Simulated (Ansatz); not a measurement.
La2O3: relaxation of cell and atoms with LDA+U

La2O3:

```
CELL_PARAMETERS angstrom
3.93078 0.00000 0.00000
-1.96539 3.40415 0.00000
0.00000 0.00000 6.11195
ATOMIC_POSITIONS crystal
La 0.33333 0.66667 0.24624
La 0.66667 0.33333 0.75376
O 0.00000 0.00000 0.00000
O 0.33333 0.66667 0.64589
O 0.66667 0.33333 0.35411
```

The cell is a database's computed one.

```yaml
Program: Ansatz 0.2.0
Task: relaxation of cell and atoms
Functional: LDA
Potentials_or_basis: Ansatz PAW
Cutoff: "420 eV (not typed: the program's choice for these potentials)"
k_mesh: 8 × 8 × 5
Occupations: fermi-dirac, width 0.05 eV
Spin: no spin polarisation
Hubbard_terms: La f U = 2 eV
Hubbard_projectors: ortho-atomic (the default)
Double_counting: fll (the default)
```

```
Relaxed volume                         : 15.68 Å³/atom
Relaxed cell                           : a = 3.889 Å, b = 3.889 Å, c = 5.985 Å, α = 90.00°, β = 90.00°, γ = 120.00°
Space group after relaxing (to 0.05 Å) : P-3m1 (No. 164)
Energy gained by relaxing              : 11.1 meV/atom
Ionic steps                            : 7
Pressure after relaxing                : 0.0 GPa
Band gap on the k mesh                 : 3.82 eV, indirect (least direct gap 3.94 eV)
```

Forces on the atoms (eV/Å):
```
La   0.000  0.000 -0.003
La   0.000  0.000  0.003
O    0.000  0.000  0.000
O    0.000  0.000  0.001
O    0.000  0.000 -0.001
```

The path:
| step | energy change (eV) | largest force (eV/Å) | volume (Å³) |
| --- | --- | --- | --- |
| 1 | 0.0000 | 0.1699 | 81.78 |
| 2 | -0.0636 | 0.0450 | 78.88 |
| 3 | -0.0656 | 0.0250 | 78.54 |
| 4 | -0.0658 | 0.0029 | 78.55 |
| 5 | -0.0557 | 0.0029 | 78.55 |
| 6 | -0.0563 | 0.0029 | 78.41 |
| 7 | -0.0556 | 0.0029 | 78.41 |

Final structure:
```
CELL_PARAMETERS angstrom
3.88941 0.00000 0.00000
-1.94470 3.36833 0.00000
0.00000 0.00000 5.98549
ATOMIC_POSITIONS crystal
La 0.33333 0.66667 0.24481
La 0.66667 0.33333 0.75519
O 0.00000 0.00000 0.00000
O 0.33333 0.66667 0.64600
O 0.66667 0.33333 0.35400
```

Levels at points of the mesh, in eV from the valence-band top:
| k point | band 17 | band 18 | band 19 | band 20 | band 21 | band 22 | band 23 | band 24 |
| --- | --- | --- | --- | --- | --- | --- | --- | --- |
| (0.00, 0.00, 0.00) | -1.79 | -0.42 | -0.42 | -0.13 | 4.53 | 4.63 | 4.63 | 5.38 |
| (0.00, -0.50, 0.00) | -0.74 | -0.65 | -0.40 | -0.30 | 3.87 | 5.21 | 5.57 | 5.92 |

Eigenvalues of the final occupation matrices:
| site | spin | trace | eigenvalues |
| --- | --- | --- | --- |
| site 1 | 1 | 0.12 | 0.01 0.01 0.01 0.01 0.02 0.02 0.03 |
| site 2 | 1 | 0.12 | 0.01 0.01 0.01 0.01 0.02 0.02 0.03 |

It took 27 s on 2 threads of Arm Neoverse V2, with other jobs on the host, peak memory 0.48 GiB.

Caveat: the magnetic or orbital state may not be the lowest; odd divisions of the mesh miss points on the zone boundary, where band edges often lie, so the gap on the mesh can be too wide; the plane-wave basis is chosen anew once the cell has moved, so the energies of steps on either side of that aren't comparable; the pressure holds a Pulay correction of +0.6 GPa for the finite cutoff; spin-orbit coupling is left out, which moves the levels of the heavy elements; the PAW data sets come from PBE, with cores solved anew for the run's functional, which leaves a small shift of forces and pressure. A k mesh can miss the band edges.
